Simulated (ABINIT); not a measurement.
Here is an ABINIT 10.8.3 (patched build) calculation.

run.abi

```
pp_dirpath "./"
pseudos "Ni.upf, O.upf"

acell 5.5745227313 5.5745227313 5.5745227313
rprim
     0.0000000000     0.7071067812     0.7071067812
     0.7071067812     0.0000000000     0.7071067812
     0.7071067812     0.7071067812     0.0000000000
ntypat 2
znucl 28 8
natom 2
typat 1 2
xcart
     0.0000000000     0.0000000000     0.0000000000
     3.9417828252     3.9417828252     3.9417828252

ecut 45.0

kptopt 1
ngkpt 8 8 8
nshiftk 1
shiftk 0.0 0.0 0.0

ixc 7

nband 17
occopt 3
tsmear 0.05 eV

nsppol 2
spinat
     0.0000000000     0.0000000000     1.0000000000
     0.0000000000     0.0000000000     0.0000000000

nstep 100
tolvrs 1.0e-10

iomode 3
prtwf 0
prtden 0
prteig 0
prtebands 0
enunit 2
```

Potentials or basis: PseudoDojo NC SR LDA v0.4.1 standard.

Launch:

```bash
$ abinit run.abi > log 2>&1
```

Task: What does it give for the band gap on the k mesh?

Result: None (metal or under the smearing width).

Task: Estimate the net moment.

Result: 0.73 μB per cell.

Task: Predict the pressure.

Result: -20.4 GPa.

Caveat: small starting moments can end in a higher magnetic state in this program; so large a pressure means that the cell lies far from this level's equilibrium, or that cutoff or potentials fall short; a cell with one magnetic atom can't hold antiferromagnetic order, which such compounds often take; semilocal functionals often make such compounds metallic where correlation or magnetic order opens a gap, which also shifts bond lengths.

**Measured values to compare with.**

“Local correlations, non-local screening, multiplets, and band formation in NiO”, 2012, arxiv:1210.6675 quotes, for a bulk crystal of NiO: band gap 4.3 eV.

A measured gap of NiO is 4.3 eV (quoted in “Local correlations, non-local screening, multiplets, and band formation in NiO”, 2012, arxiv:1210.6675); the calculated 0.00 eV misses it by -4.30 eV. So large a miss can be the level of theory's own, or it may mean another phase, state or a wrong row. The value is that of LDA on a finite k mesh, which can miss the band edges, without temperature or zero-point motion. Semilocal functionals fall short of measured gaps as a rule. The run's magnetic order (collinear spin, ferromagnetic start) needn't be the measured crystal's.
